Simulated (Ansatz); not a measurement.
Input, command and steps of an Ansatz relaxation.

```yaml
crystal:
  lattice:
    - [4.8475630519, 0.0, 0.0]
    - [0.0, 4.8475630519, 0.0]
    - [0.0, 0.0, 3.2069341305]
  atoms:
    - { symbol: Zn, position: [0.0, 0.0, 0.0] }
    - { symbol: Zn, position: [0.5, 0.5, 0.5] }
    - { symbol: F, position: [0.3043835378, 0.3043835378, 0.0] }
    - { symbol: F, position: [0.1956164622, 0.8043835378, 0.5] }
    - { symbol: F, position: [0.6956164622, 0.6956164622, 0.0] }
    - { symbol: F, position: [0.8043835378, 0.1956164622, 0.5] }
basis:
  ecutwfc: 420
kpoints:
  mp_grid: { grid: [6, 6, 8] }
hamiltonian:
  xc: pbe
scf:
  occupations: { method: gaussian, width: 0.02 }
output:
  forces: true
  stress: true
  eigenvalues: true
relax:
  adjacent_minimum: "off"
  f_tol: 0.01
  max_steps: 30
  cell: { stress_tol: 0.1, fix: [volume] }
```

```bash
ansatz run input.yaml --threads 2 --pin off --max-ram 5120MiB --backend cpu --events-out ev --progress --plain --runs-dir out
```

Theory: DFT PBE, scalar-relativistic, plane waves, PAW in Ansatz.

The volume is held at 1.03 times that of the relaxed cell.

Of 5 frames 4 are shown, positions in Å and forces in eV/Å; the SCF threshold varies from step to step. Steps run on the plane waves of an earlier cell, with a Pulay correction in the pressure. The basis is chosen afresh for the last frame, the zero of the energies, and at times for earlier ones too; energy and pressure step there, also at an unchanged geometry.

```xyz
6
Lattice="4.8476 0.0000 0.0000 0.0000 4.8476 0.0000 0.0000 0.0000 3.2069" Properties=species:S:1:pos:R:3:forces:R:3 pbc="T T T" step=1 free_energy_over_end_meV_per_atom=0.35 pressure_GPa=-2.82
Zn    0.0000    0.0000    0.0000    0.0000    0.0000    0.0000
Zn    2.4238    2.4238    1.6035    0.0000    0.0000    0.0000
F     1.4755    1.4755    0.0000    0.0358    0.0358    0.0000
F     0.9483    3.8993    1.6035   -0.0358    0.0358    0.0000
F     3.3720    3.3720    0.0000   -0.0358   -0.0358    0.0000
F     3.8993    0.9483    1.6035    0.0358   -0.0358    0.0000
6
Lattice="4.8506 0.0000 0.0000 0.0000 4.8506 0.0000 0.0000 0.0000 3.2029" Properties=species:S:1:pos:R:3:forces:R:3 pbc="T T T" step=2 free_energy_over_end_meV_per_atom=0.27 pressure_GPa=-2.78
Zn    0.0000    0.0000    0.0000    0.0000    0.0000    0.0000
Zn    2.4253    2.4253    1.6015    0.0000    0.0000    0.0000
F     1.4769    1.4769    0.0000    0.0342    0.0342    0.0000
F     0.9484    3.9022    1.6015   -0.0342    0.0342    0.0000
F     3.3737    3.3737    0.0000   -0.0342   -0.0342    0.0000
F     3.9022    0.9484    1.6015    0.0342   -0.0342    0.0000
6
Lattice="4.8627 0.0000 0.0000 0.0000 4.8627 0.0000 0.0000 0.0000 3.1869" Properties=species:S:1:pos:R:3:forces:R:3 pbc="T T T" step=3 free_energy_over_end_meV_per_atom=0.02 pressure_GPa=-2.45
Zn    0.0000    0.0000    0.0000    0.0000    0.0000    0.0000
Zn    2.4314    2.4314    1.5935    0.0000    0.0000    0.0000
F     1.4896    1.4896    0.0000   -0.0129   -0.0129    0.0000
F     0.9417    3.9210    1.5935    0.0129   -0.0129    0.0000
F     3.3731    3.3731    0.0000    0.0129    0.0129    0.0000
F     3.9210    0.9417    1.5935   -0.0129    0.0129    0.0000
6
Lattice="4.8636 0.0000 0.0000 0.0000 4.8636 0.0000 0.0000 0.0000 3.1858" Properties=species:S:1:pos:R:3:forces:R:3 pbc="T T T" step=5 free_energy_over_end_meV_per_atom=0.00 pressure_GPa=-2.50
Zn    0.0000    0.0000    0.0000    0.0000    0.0000    0.0000
Zn    2.4318    2.4318    1.5929    0.0000    0.0000    0.0000
F     1.4876    1.4876    0.0000    0.0008    0.0008    0.0000
F     0.9442    3.9194    1.5929   -0.0008    0.0008    0.0000
F     3.3760    3.3760    0.0000   -0.0008   -0.0008    0.0000
F     3.9194    0.9442    1.5929    0.0008   -0.0008    0.0000
```

Time: 18 s on 2 threads of Arm Neoverse V1, on a shared host, peak memory 0.42 GiB.